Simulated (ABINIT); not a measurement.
Set up this calculation in ABINIT 10.8.3 (patched build), as the native input.

- Task: band structure
- Functional: RPBE
- Potentials or basis: JTH PAW PBE v2.0
- Cutoff: 680 eV
- k mesh: 10 × 10 × 5
- Occupations: fermi-dirac, width 0.05 eV
- Spin: no spin polarisation
- Fine-grid cutoff: 1278.94 eV
- Exchange and correlation inside the PAW spheres: full angular mesh (pawxcdev 0, this build's default; the released program takes 1)

Crystal: GaN.

```
Ga N
1.0
     3.18000    0.00000    0.00000
    -1.59000    2.75396    0.00000
     0.00000    0.00000    5.16600
Ga N
2 2
Direct
  0.66667 0.33333 0.50000
  0.33333 0.66667 0.00000
  0.66667 0.33333 0.87500
  0.33333 0.66667 0.37500
```

The input as run:

run.abi

```
# Datasets: ground state, then fixed potential
ndtset 2

# Pseudopotentials
pp_dirpath "./"
pseudos "Ga.GGA_PBE-JTH.xml, N.GGA_PBE-JTH.xml"

# Structure
acell 3.18 3.18 5.166 Angstrom
rprim
     1.0000000000     0.0000000000     0.0000000000
    -0.5000000000     0.8660254038     0.0000000000
     0.0000000000     0.0000000000     1.0000000000
ntypat 2
znucl 31 7
natom 4
typat 1 1 2 2
xred
     0.6666666667     0.3333333333     0.5000000000
     0.3333333333     0.6666666667     0.0000000000
     0.6666666667     0.3333333333     0.8750000000
     0.3333333333     0.6666666667     0.3750000000

# Plane-wave basis
ecut 25.0
pawecutdg 47.0

# Exchange and correlation
ixc 15

# Bands and occupations
occopt 3
tsmear 0.05 eV

# SCF cycle
nstep 100

# Output
iomode 3
prtwf 0
prteig 0
prtebands 0
prtden1 1

# Dataset 1
kptopt1 1
ngkpt1 10 10 5
nshiftk1 1
shiftk1 0.0 0.0 0.0
nband1 22
tolvrs1 1.0e-9

# Dataset 2: bands along G-M-K-G-A-L-H-A
iscf2 -2
getden2 1
nband2 26
nbdbuf2 2
tolwfr2 1.0e-12
kptopt2 -7
ndivsm2 8
prteig2 1
prtvol2 -3
kptbounds2
     0.0000000000     0.0000000000     0.0000000000
     0.5000000000     0.0000000000     0.0000000000
     0.3333333333     0.3333333333     0.0000000000
     0.0000000000     0.0000000000     0.0000000000
     0.0000000000     0.0000000000     0.5000000000
     0.5000000000     0.0000000000     0.5000000000
     0.3333333333     0.3333333333     0.5000000000
     0.0000000000     0.0000000000     0.5000000000
```

Potentials or basis: JTH PAW PBE v2.0.

The run is started by

```sh
$ abinit run.abi > log 2>&1
```

It gave:

| Quantity | Value |
| --- | --- |
| Largest force | 0.143 eV/Å |
| Band gap on the k mesh | 2.00 eV, direct |
| Valence electrons inside the program's atomic spheres | Ga 11.18; N 2.56 |

Caveat: the PAW data sets were made with another functional, which shifts forces and pressure a little.

Run time: 2.6 min on 1 thread of Arm Neoverse V1 (shared host), peak memory 0.17 GiB.
